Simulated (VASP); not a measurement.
A VASP 6.6.1 single-point calculation on BN

INCAR

```
LCHARG = .FALSE.
ISMEAR = 0
NBANDS = 11
NELM = 120
NSW = 0
EDIFF = 1E-7
LASPH = .TRUE.
IBRION = -1
GGA = PE
ENCUT = 520
LREAL = .TRUE.
SIGMA = 0.2
ISIF = 2
PREC = Accurate
LWAVE = .FALSE.
```

KPOINTS

```
KPOINTS created by Atomic Simulation Environment
0
Gamma
12 12 12
0 0 0
```

POSCAR

```
B  N
 1.0000000000000000
    -0.0277811212000000    1.8131408530999999    1.8131408530999999
     1.8131408530999999   -0.0277811212000000    1.8131408530999999
     1.8131408530999999    1.8131408530999999   -0.0277811212000000
 B   N
   1   1
Cartesian
  0.0000000000000000  0.0000000000000000  0.0000000000000000
  0.8996251462500000  0.8996251462500000  0.8996251462500000
```

The recommended PBE PAW datasets give the neutral cell 8 valence electrons.

Command

```
mpirun -np 1 vasp_std
```

Task: How does this run end, and what does it give?

Result: It converged. Results: gap between bands v and c on the k mesh 4.37 eV; least direct gap on the k mesh 8.42 eV; pressure -25.8 GPa; largest force 0.05 eV/Å. Band v is the last that the valence electrons fill when counted band by band, and c is the next.

OSZICAR

```
N       E                     dE             d eps       ncg     rms          rms(c)
DAV:   1     0.101819603796E+02    0.10182E+02   -0.48700E+03  4286   0.717E+02
DAV:   2    -0.178078817293E+02   -0.27990E+02   -0.27155E+02  4987   0.163E+02
DAV:   3    -0.183403387651E+02   -0.53246E+00   -0.53154E+00  4902   0.192E+01
DAV:   4    -0.183409861813E+02   -0.64742E-03   -0.64741E-03  4437   0.754E-01
DAV:   5    -0.183409868036E+02   -0.62228E-06   -0.62228E-06  4782   0.229E-02    0.649E+00
DAV:   6    -0.174950157648E+02    0.84597E+00   -0.30134E+00  4398   0.987E+00    0.310E+00
DAV:   7    -0.174329500192E+02    0.62066E-01   -0.91665E-02  4650   0.254E+00    0.184E+00
DAV:   8    -0.174196548972E+02    0.13295E-01   -0.34600E-02  4644   0.135E+00    0.178E-01
DAV:   9    -0.174198152670E+02   -0.16037E-03   -0.10687E-03  4365   0.263E-01    0.804E-02
DAV:  10    -0.174199056845E+02   -0.90417E-04   -0.13088E-04  4536   0.972E-02    0.147E-02
DAV:  11    -0.174199113934E+02   -0.57089E-05   -0.10059E-05  4763   0.260E-02    0.103E-02
DAV:  12    -0.174199114942E+02   -0.10079E-06   -0.15879E-06  4590   0.865E-03    0.796E-04
DAV:  13    -0.174199114922E+02    0.19740E-08   -0.32201E-08  2337   0.170E-03
   1 F= -.17419911E+02 E0= -.17419911E+02  d E =-.636972E-11
```

These settings aren't sound, so the numbers aren't properties of the crystal.

On sound settings PBE gives a gap of 4.37 eV on its mesh and a pressure of -8.1 GPa for the intended cell.
